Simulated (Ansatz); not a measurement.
The system is GaN.

```
CELL_PARAMETERS angstrom
0.00000 2.25350 2.25350
2.25350 0.00000 2.25350
2.25350 2.25350 0.00000
ATOMIC_POSITIONS crystal
Ga 0.00000 0.00000 0.00000
N 0.25000 0.25000 0.25000
```

The cell is a database's computed one.

| Quantity | Value |
| --- | --- |
| Program | Ansatz 0.2.0 |
| Task | relaxation of cell and atoms |
| Functional | BLYP |
| Potentials or basis | Ansatz PAW |
| Cutoff | 420 eV (not typed: the program's choice for these potentials) |
| k mesh | 10 × 10 × 10 |
| Occupations | fermi-dirac, width 0.05 eV |
| Spin | no spin polarisation |

At the start: volume 11.44 Å³/atom.

Task: How do energy, volume and symmetry change on relaxing?

Result: It ends after 7 steps and the volume is 12.14 Å³/atom (+6.1 %); space group F-43m (No. 216, to 0.05 Å).

The path:
```tsv
step	energy change (eV)	largest force (eV/Å)	volume (Å³)
1	0.0000	0.0000	22.89
2	-0.0322	0.0000	23.66
3	-0.0374	0.0000	24.19
4	-0.0373	0.0000	24.24
5	-0.0439	0.0000	24.24
6	-0.0438	0.0000	24.29
7	-0.0440	0.0000	24.29
```

Final structure:
```
Ga N
1.0
     0.00000    2.29850    2.29850
     2.29850    0.00000    2.29850
     2.29850    2.29850    0.00000
Ga N
1 1
Direct
  0.00000 0.00000 0.00000
  0.25000 0.25000 0.25000
```

Caveat: the plane-wave basis is chosen anew once the cell has moved, so the energies of steps on either side of that aren't comparable; the pressure holds a Pulay correction of +0.6 GPa for the finite cutoff; the PAW data sets come from PBE, with cores solved anew for the run's functional, which leaves a small shift of forces and pressure.
